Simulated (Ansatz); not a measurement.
Crystal: Fe3Ge.

```
Ge Fe
1.0
     0.00000    2.87559    2.87559
     2.87559    0.00000    2.87559
     2.87559    2.87559    0.00000
Ge Fe
1 3
Direct
  0.00000 0.00000 0.00000
  0.75000 0.75000 0.75000
  0.25000 0.25000 0.25000
  0.50000 0.50000 0.50000
```

The cell comes from a database or a generator and needn't be the stable form of this composition.

Base run:

* Program: Ansatz 0.2.0
* Functional: PBEsol
* Potentials or basis: Ansatz PAW
* Cutoff: 420 eV (not typed: the program's choice for these potentials)
* k mesh: 8 × 8 × 8
* Occupations: fermi-dirac, width 0.05 eV
* Spin: no spin polarisation

Its results: band gap on the k mesh none (metal or under the smearing width); pressure -20.6 GPa.

Problem. The run is repeated on the same cell with these changes: spin from no spin polarisation to collinear spin, ferromagnetic start. What comes out?

Solution. Band gap on the k mesh none (metal or under the smearing width); pressure -11.0 GPa; net moment 5.65 μB per cell; site moments Ge -0.05; Fe +1.61, +2.56 μB.

Caveats: the PAW data sets come from PBE, with cores solved anew for the run's functional, which leaves a small shift of forces and pressure.
